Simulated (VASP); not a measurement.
## Sn: single point with PBE

Crystal: Sn.

```xyz
1
Lattice="-1.7265 1.7755 2.3383 1.7265 -1.7755 2.3383 1.7265 1.7755 -2.3383" Properties=species:S:1:pos:R:3 pbc="T T T"
Sn    0.0000    0.0000    0.0000
```

This isn't the form of Sn at room conditions, which is tetragonal (white tin).

```
Program                : VASP 6.6.1
Task                   : single point
Functional             : PBE
Potentials or basis    : VASP PAW PBE potentials, release 64 (Sn_d)
Cutoff                 : 520 eV
k mesh                 : 11 × 11 × 11
Occupations            : fermi-dirac, width 0.05 eV
Spin                   : no spin polarisation
Further INCAR settings : ALGO = Normal; EDIFF = 1e-07; NBANDS = 13
```

```yaml
Pressure: -1.1 GPa
Band_gap_on_the_k_mesh: none (metal or under the smearing width)
```

Stress tensor (GPa, compression positive):
```
-0.44  0.00  0.00
 0.00 -2.13  0.00
 0.00  0.00 -0.72
```

Levels at points of the mesh, in eV from the Fermi level:
```tsv
k point	band 5	band 6	band 7	band 8	band 9	band 10
(0.00, 0.00, 0.00)	-21.47	-10.76	7.03	7.17	7.58	10.61
```

Run time: 30 s on 1 thread of AMD EPYC 9R45 (Zen 5), with other jobs on the host, peak memory 0.18 GiB.
